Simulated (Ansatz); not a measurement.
Take BaSnO₃ in the cubic perovskite structure (space group Pm-3m, No. 221; a = 4.131 Å) as the base.

Calculations: Kohn–Sham DFT with the r2SCAN functional, run in Ansatz (a first-principles code) with PAW and 500 eV plane waves, scalar-relativistic without spin-orbit coupling.

For the base:

```
Item                                     Value
-----------------------------  ---------------
Smallest direct gap                    2.04 eV
Electron mass                   0.19 mₑ (at Γ)
Shortest interatomic distance          2.066 Å
Gap character                  indirect, R → Γ
```

It is then changed as follows: hydrostatic tension (pressure −1 GPa).

### Question
How does this affect the smallest direct gap?

### Answer
The smallest direct gap decreases by 0.08 eV, from 2.04 eV to 1.96 eV.

### Question
Predict the new electron mass.

### Answer
The electron mass stays 0.19 mₑ (at Γ).

### Question
What does the calculation give for the shortest interatomic distance after the change?

### Answer
The shortest interatomic distance increases by 0.004 Å, from 2.066 Å to 2.070 Å.

### Question
Predict the new gap character.

### Answer
The gap character remains indirect, R → Γ.

Load acts through the strain it causes; cell and atoms are relaxed under it. Effective masses come from finite differences of ±0.01 Å⁻¹. Whether these cells are dynamically stable was not tested.
